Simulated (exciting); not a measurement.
Wanted: the native input for an exciting (release sodium) run.

| Item | Value |
| --- | --- |
| Task | band structure |
| Functional | PBE |
| Potentials or basis | all-electron LAPW+lo, shipped species files, valence relativity iora* |
| rgkmax | 9 |
| k mesh | 8 × 8 × 8 |
| Occupations | fermi-dirac, width 0.05 eV |
| Spin | no spin polarisation |
| outputlevel | high |
| gmaxvr (cutoff of density and potential) | 14 1/bohr |
| lmaxapw (and lmaxmat) | 10 |
| lmaxvr | 8 |
| nempty | 10 |
| Valence relativity | iora* |
| epsengy | 1e-05 Ha |
| epspot | 1e-05 Ha |
| maxscl | 60 |
| Muffin-tin radii | Ge 2.0 bohr |

Ge:

```
CELL_PARAMETERS angstrom
0.00000 2.82891 2.82891
2.82891 0.00000 2.82891
2.82891 2.82891 0.00000
ATOMIC_POSITIONS crystal
Ge 0.75000 0.75000 0.75000
Ge 0.50000 0.50000 0.50000
```

One way to write it, as run:

input.xml

```xml
<input>
  <title>Ge</title>
  <structure speciespath="./" tshift="false">
    <crystal scale="1">
      <basevect>0.000000000000 5.345865131215 5.345865131215</basevect>
      <basevect>5.345865131215 0.000000000000 5.345865131215</basevect>
      <basevect>5.345865131215 5.345865131215 0.000000000000</basevect>
    </crystal>
    <species speciesfile="Ge.xml" rmt="2">
      <atom coord="0.750000000000 0.750000000000 0.750000000000"/>
      <atom coord="0.500000000000 0.500000000000 0.500000000000"/>
    </species>
  </structure>
  <groundstate do="fromscratch" ngridk="8 8 8" rgkmax="9" gmaxvr="14" lmaxapw="10" lmaxmat="10" lmaxvr="8" xctype="GGA_PBE" stype="Fermi Dirac" swidth="0.00183747" nempty="10" ValenceRelativity="iora*" epsengy="1e-05" epspot="1e-05" maxscl="60" outputlevel="high"/>
  <properties>
    <bandstructure>
      <plot1d>
        <path steps="80">
          <point coord="0 0 0" label="G"/>
          <point coord="0.5 0 0.5" label="X"/>
          <point coord="0.5 0.25 0.75" label="W"/>
          <point coord="0.375 0.375 0.75" label="K"/>
          <point coord="0 0 0" label="G"/>
          <point coord="0.5 0.5 0.5" label="L"/>
          <point coord="0.625 0.25 0.625" label="U"/>
          <point coord="0.5 0.25 0.75" label="W"/>
          <point coord="0.5 0.5 0.5" label="L"/>
          <point coord="0.375 0.375 0.75" label="K" breakafter="true"/>
          <point coord="0.625 0.25 0.625" label="U"/>
          <point coord="0.5 0 0.5" label="X"/>
        </path>
      </plot1d>
    </bandstructure>
    <dos nwdos="300" winddos="-0.6 0.5" inttype="tetra" ngrdos="100" nsmdos="0"/>
  </properties>
</input>
```

Potentials or basis: all-electron LAPW+lo, shipped species files, valence relativity iora*.

The run is started by

```console
$ OMP_NUM_THREADS=1 exciting_smp
```

It gave:

```json
{
  "Band gap on the k mesh": "none (metal or under the smearing width)",
  "All electrons inside the program's atomic spheres": "Ge 29.56 (radii Ge 2.0 bohr)"
}
```

Caveat: the tetrahedron DOS on this energy grid can lose part of the weight of narrow d or f bands; this crystal is a semiconductor, whose small gap the functional closes, so the metal is an error of the method.

Wall time 2.4 min on 1 thread of Intel(R) Xeon(R) Platinum 8488C (Sapphire Rapids), with other jobs on the host, peak memory 0.15 GiB.
